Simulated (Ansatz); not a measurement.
# Residual resistivity of an alloy: Al(111) with 4 layers of random Al-Rh, 2x2, part 2 of 2

How strongly does chemical disorder scatter in Al(111) with 4 layers of random Al-Rh, 2x2?

Ansatz 0.2.0; Ansatz plane-wave DFT, PBE, PAW files; ballistic transport by layer matching (Landauer), zero bias; PAW set soft_1.

So far. Step 3 (With 8 alloy layers): Over the solved energies the transmission per spin lies between 1.84 and 1.85, out of 5.47 channels of the lead on average (up to 5.59).

## Step 4: With 12 alloy layers

In 12 layers a share of 0.125 of the sites is given to Rh at random. A fresh draw is used; the growth of the resistance with length is what counts.

System of this step: Al(111) with 12 layers of random Al-Rh, 2x2. The cell holds 72 atoms: 66 Al and 6 Rh. Cell: a = 5.725 Å, b = 5.725 Å, c = 42.068 Å, α = 90.0°, β = 90.0°, γ = 120.0°. It derives from Al. Regions: lead, 24 atoms (24 Al); scattering region, 48 atoms (42 Al and 6 Rh). The structure is stacked along c, and the current runs across the ab planes.

input.yaml

```yaml
crystal:
  lattice:
    - [5.7246940741, 0.0, 0.0]
    - [-2.862347037, 4.957730497, 0.0]
    - [0.0, 0.0, 42.0677382451]
  atoms:
    - { symbol: Al, position: [0.0, 0.0, 0.0277777778] }
    - { symbol: Al, position: [0.0, 0.5, 0.0277777778] }
    - { symbol: Al, position: [0.5, 0.0, 0.0277777778] }
    - { symbol: Al, position: [0.5, 0.5, 0.0277777778] }
    - { symbol: Al, position: [0.1666666667, 0.3333333333, 0.0833333333] }
    - { symbol: Al, position: [0.1666666667, 0.8333333333, 0.0833333333] }
    - { symbol: Al, position: [0.6666666667, 0.3333333333, 0.0833333333] }
    - { symbol: Al, position: [0.6666666667, 0.8333333333, 0.0833333333] }
    - { symbol: Al, position: [0.3333333333, 0.1666666667, 0.1388888889] }
    - { symbol: Al, position: [0.3333333333, 0.6666666667, 0.1388888889] }
    - { symbol: Al, position: [0.8333333333, 0.1666666667, 0.1388888889] }
    - { symbol: Al, position: [0.8333333333, 0.6666666667, 0.1388888889] }
    - { symbol: Al, position: [0.0, 0.0, 0.1944444444] }
    - { symbol: Al, position: [0.0, 0.5, 0.1944444444] }
    - { symbol: Al, position: [0.5, 0.0, 0.1944444444] }
    - { symbol: Al, position: [0.5, 0.5, 0.1944444444] }
    - { symbol: Al, position: [0.1666666667, 0.3333333333, 0.25] }
    - { symbol: Al, position: [0.1666666667, 0.8333333333, 0.25] }
    - { symbol: Al, position: [0.6666666667, 0.3333333333, 0.25] }
    - { symbol: Al, position: [0.6666666667, 0.8333333333, 0.25] }
    - { symbol: Al, position: [0.3333333333, 0.1666666667, 0.3055555556] }
    - { symbol: Al, position: [0.3333333333, 0.6666666667, 0.3055555556] }
    - { symbol: Al, position: [0.8333333333, 0.1666666667, 0.3055555556] }
    - { symbol: Al, position: [0.8333333333, 0.6666666667, 0.3055555556] }
    - { symbol: Al, position: [0.0, 0.0, 0.3611111111] }
    - { symbol: Rh, position: [0.0, 0.5, 0.3611111111] }
    - { symbol: Al, position: [0.5, 0.0, 0.3611111111] }
    - { symbol: Al, position: [0.5, 0.5, 0.3611111111] }
    - { symbol: Al, position: [0.1666666667, 0.3333333333, 0.4166666667] }
    - { symbol: Al, position: [0.1666666667, 0.8333333333, 0.4166666667] }
    - { symbol: Al, position: [0.6666666667, 0.3333333333, 0.4166666667] }
    - { symbol: Rh, position: [0.6666666667, 0.8333333333, 0.4166666667] }
    - { symbol: Al, position: [0.3333333333, 0.1666666667, 0.4722222222] }
    - { symbol: Al, position: [0.3333333333, 0.6666666667, 0.4722222222] }
    - { symbol: Rh, position: [0.8333333333, 0.1666666667, 0.4722222222] }
    - { symbol: Al, position: [0.8333333333, 0.6666666667, 0.4722222222] }
    - { symbol: Al, position: [0.0, 0.0, 0.5277777778] }
    - { symbol: Rh, position: [0.0, 0.5, 0.5277777778] }
    - { symbol: Al, position: [0.5, 0.0, 0.5277777778] }
    - { symbol: Al, position: [0.5, 0.5, 0.5277777778] }
    - { symbol: Al, position: [0.1666666667, 0.3333333333, 0.5833333333] }
    - { symbol: Al, position: [0.1666666667, 0.8333333333, 0.5833333333] }
    - { symbol: Rh, position: [0.6666666667, 0.3333333333, 0.5833333333] }
    - { symbol: Al, position: [0.6666666667, 0.8333333333, 0.5833333333] }
    - { symbol: Al, position: [0.3333333333, 0.1666666667, 0.6388888889] }
    - { symbol: Al, position: [0.3333333333, 0.6666666667, 0.6388888889] }
    - { symbol: Al, position: [0.8333333333, 0.1666666667, 0.6388888889] }
    - { symbol: Al, position: [0.8333333333, 0.6666666667, 0.6388888889] }
    - { symbol: Al, position: [0.0, 0.0, 0.6944444444] }
    - { symbol: Rh, position: [0.0, 0.5, 0.6944444444] }
    - { symbol: Al, position: [0.5, 0.0, 0.6944444444] }
    - { symbol: Al, position: [0.5, 0.5, 0.6944444444] }
    - { symbol: Al, position: [0.1666666667, 0.3333333333, 0.75] }
    - { symbol: Al, position: [0.1666666667, 0.8333333333, 0.75] }
    - { symbol: Al, position: [0.6666666667, 0.3333333333, 0.75] }
    - { symbol: Al, position: [0.6666666667, 0.8333333333, 0.75] }
    - { symbol: Al, position: [0.3333333333, 0.1666666667, 0.8055555556] }
    - { symbol: Al, position: [0.3333333333, 0.6666666667, 0.8055555556] }
    - { symbol: Al, position: [0.8333333333, 0.1666666667, 0.8055555556] }
    - { symbol: Al, position: [0.8333333333, 0.6666666667, 0.8055555556] }
    - { symbol: Al, position: [0.0, 0.0, 0.8611111111] }
    - { symbol: Al, position: [0.0, 0.5, 0.8611111111] }
    - { symbol: Al, position: [0.5, 0.0, 0.8611111111] }
    - { symbol: Al, position: [0.5, 0.5, 0.8611111111] }
    - { symbol: Al, position: [0.1666666667, 0.3333333333, 0.9166666667] }
    - { symbol: Al, position: [0.1666666667, 0.8333333333, 0.9166666667] }
    - { symbol: Al, position: [0.6666666667, 0.3333333333, 0.9166666667] }
    - { symbol: Al, position: [0.6666666667, 0.8333333333, 0.9166666667] }
    - { symbol: Al, position: [0.3333333333, 0.1666666667, 0.9722222222] }
    - { symbol: Al, position: [0.3333333333, 0.6666666667, 0.9722222222] }
    - { symbol: Al, position: [0.8333333333, 0.1666666667, 0.9722222222] }
    - { symbol: Al, position: [0.8333333333, 0.6666666667, 0.9722222222] }
kpoints:
  mp_grid: { grid: [5, 5, 1] }
hamiltonian:
  xc: pbe
  pseudopotentials: { kind: paw, azcp: { folder: soft_1 } }
scf:
  occupations: { method: fermi_dirac, width: 0.1 }
output:
  transmission:
    leads: [[0, 4]]
    kmesh: [10, 10]
    e_range: [-0.05, 0.05]
    de: 0.05
  write_potential: true
  write_density: true
  volumetric_format: npy
```

On the command line:

```console
$ ansatz run input.yaml --threads 8 --pin off --max-ram 15360MiB --backend cpu --events-out ev --progress --plain --runs-dir out
```

Numbers of over 12 decimals in the logs are rounded to 6 here.

The log of the run:

```text
[...]
Crystal: 72 atoms, lattice volume = 1193.945 Å³
Basis set: ecut = 420 eV, 23469 PW (Γ)
Bands: 222, of which v1, the nominal top of the filled ones, is band 150 counted from 1 (149 counted from 0)
Symmetry: 1 space group operations
[...]
k-points: 13 of 25 (time reversal used)
[...]
SCF iter   1: F=—  HF=-73952.577135 eV  |F-HF|=—  |Δ(HF+E_count)|=         —  Δρ=1.67e-1  dr2=3.46e3  ethr=3.10e-3  ⟨swp⟩=7.0  Hψ=13026  notcnv=0  defer=37
[...]
SCF iter  11: F=-73902.591311 eV  HF=-73902.591311 eV  |F-HF|=4.47e-8  |Δ(HF+E_count)|=   3.38e-9  Δρ=9.03e-7  dr2=4.71e-8  ethr=3.33e-11  ⟨swp⟩=15.1  Hψ=11573  notcnv=0
SCF 1 converged in 11 iterations: F = -73902.591311 eV  dr2 = 4.71e-8
[...]
transmission: 324 of 3068 steps passed
transmission: 624 of 3068 steps passed
[...]
transmission: 3068 of 3068 steps passed
SCF converged after 11 iterations
Free energy (F): -73902.591311 eV
[...]
Internal energy: -73901.539571 eV  (E = F + TS)
E sigma→0 (E₀):  -73902.065441 eV
Entropy (-TS):   -1.051740 eV (-14.608 meV/atom)
Fermi energy:    8.742127 eV
[...]
--- Band table (eV; the first three rows and the last of 13) ---
  k-point 0: bands = [... 146 lower, 7.6818, 7.7917, 7.9227, 7.9292, 7.9990, 8.0290, 8.1099, 8.1217, ... 68 higher]
  k-point 1: bands = [... 146 lower, 8.0772, 8.1233, 8.1533, 8.1968, 8.2529, 8.3814, 8.4230, 8.4371, ... 68 higher]
  k-point 2: bands = [... 146 lower, 8.7803, 8.8237, 8.8586, 8.8928, 8.9200, 8.9639, 9.0052, 9.0784, ... 68 higher]
  k-point 12: bands = [... 146 lower, 8.5565, 8.6323, 8.6875, 8.7844, 8.8067, 8.8550, 8.9058, 8.9440, ... 68 higher]
--- Transmission ---
  basis      : 253 plane waves across, 59 finite elements along
  points     : 52, standing for a mesh of 10 x 10
[...]
channels       : 5.590000e0 a spin
[...]
junction   : crystal 0 to crystal 0, 1.64 to 41.37 Å
    transmission   : 1.369788e0 a spin
[...]
```

The job ended after 4.7 min (8 threads of AMD EPYC 7B13 (Zen 3), shared host; peak memory 9.5 GiB).

Numbers from this step:

- free energy: -73902.5913 eV
- energy at zero smearing: -73902.0654 eV
- Fermi energy: 8.742 eV
- transmission per spin nearest the Fermi level: 1.370
- step of the lead's potential: 18.5 meV

Per spin. The transmission, zone mean by energy, zero at the Fermi level:

```csv
energy (eV),"transmission, zone mean"
-0.0500,1.36
0.0000,1.37
0.0500,1.39
```

Over the solved energies the transmission per spin lies between 1.36 and 1.39, out of 5.53 channels of the lead on average (up to 5.59).

## Step 5: Resistance against length

This step: Ansatz plane-wave DFT, PBE, PAW files; ballistic transport by layer matching (Landauer), zero bias; residual resistivity from the slope of the area resistance, atoms on the host's lattice; PAW set soft_1 (Ansatz 0.2.0).

Numbers from this step:

```yaml
resistivity: 80.40 µΩ cm
intercept: -0.2300 fΩ m²
scatter_about_the_fit: 0.02852 fΩ m²
```

Resistance, by row:

```csv
run,length (Å),T,channels N,RA (fΩ m²)
n4,9.348,3.115,5.43,0.5014
n8,18.7,1.847,5.47,1.313
n12,28.05,1.373,5.53,2.005
```

Area resistance against length of the alloy:

```
length of the alloy (Å)  area resistance (fΩ m²)
                   9.35                    0.501
                  18.70                     1.31
                  28.05                     2.00
```

The area resistance goes from 0.50 to 2.0 fΩ m² between 9.3 and 28.0 Å, a slope of 80 µΩ cm.

By hand from the end points: (2.005 − 0.5014) fΩ m² / (28.05 − 9.35) Å = 80 µΩ cm, since 1 fΩ m² per Å is 1000 µΩ cm.

## Step 6: Results

```json
{
  "resistivity from the slope": "80.4 µΩ cm",
  "area resistance over 9.35 Å": "0.501 fΩ m²",
  "area resistance over 18.7 Å": "1.31 fΩ m²",
  "area resistance over 28.0 Å": "2.00 fΩ m²"
}
```

The slope gives 80 µΩ cm. The points scatter by 0.029 fΩ m² about the line, with one random draw a length in a 2x2 cell, so the slope is a rough value. The lead's own channel count moves between the runs (5.43, 5.47 and 5.53), which shifts RA and the slope too. Read with a model of isotropic scattering on a spherical Fermi surface and the lead's 1.5×10¹⁵ S/m², this slope means a mean free path near 6.3 Å; over these lengths the model's slope is within 3 % of its bulk resistivity. The draw over the shortest length came out nearly ordered, with 8 symmetry operations, so that point is a poor sample of a random alloy. The atoms sit on the host's lattice, so scattering by size misfit is left out.

[Logs are printed without paths, hosts, clocks, repeated set-up lines and the standing remarks that a program may print on its own settings, such as how far it seeks lower states.]

[Hosts, paths, dates, database ids (printed as entryN), source tags and the programs' standing remarks are cut or masked in the printed files.]
